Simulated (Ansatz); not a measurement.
TiC:

```
CELL_PARAMETERS angstrom
0.00000 2.16572 2.16572
2.16572 0.00000 2.16572
2.16572 2.16572 0.00000
ATOMIC_POSITIONS crystal
Ti 0.00000 0.00000 0.00000
C 0.50000 0.50000 0.50000
```

The cell is a database's computed one.

```yaml
Program: Ansatz 0.2.0
Task: relaxation of cell and atoms
Functional: RPBE
Dispersion: D4
Potentials_or_basis: Ansatz PAW
Cutoff: "420 eV (not typed: the program's choice for these potentials)"
k_mesh: 11 × 11 × 11
Occupations: fermi-dirac, width 0.05 eV
Spin: no spin polarisation
```

At the start: volume 10.16 Å³/atom.

Question: Where does the relaxation end?

Answer: It ends after 4 steps and the volume is 9.92 Å³/atom (-2.3 %); space group Fm-3m (No. 225, to 0.05 Å).

The path:
| step | energy change (eV) | largest force (eV/Å) | volume (Å³) |
| --- | --- | --- | --- |
| 1 | 0.0000 | 0.0000 | 20.32 |
| 2 | -0.0092 | 0.0000 | 19.91 |
| 3 | -0.0095 | 0.0000 | 19.84 |
| 4 | -0.0088 | 0.0000 | 19.84 |

Final structure:
```cif
data_structure
_symmetry_space_group_name_H-M 'P 1'
_symmetry_Int_Tables_number 1
_cell_length_a 3.0387
_cell_length_b 3.0387
_cell_length_c 3.0387
_cell_angle_alpha 60.000
_cell_angle_beta 60.000
_cell_angle_gamma 60.000
_cell_volume 19.84
loop_
_atom_site_label
_atom_site_type_symbol
_atom_site_fract_x
_atom_site_fract_y
_atom_site_fract_z
_atom_site_occupancy
Ti1 Ti 0.00000 0.00000 0.00000 1
C1 C 0.50000 0.50000 0.50000 1
```

Caveat: the plane-wave basis is chosen anew once the cell has moved, so the energies of steps on either side of that aren't comparable; the PAW data sets come from PBE, with cores solved anew for the run's functional, which leaves a small shift of forces and pressure.
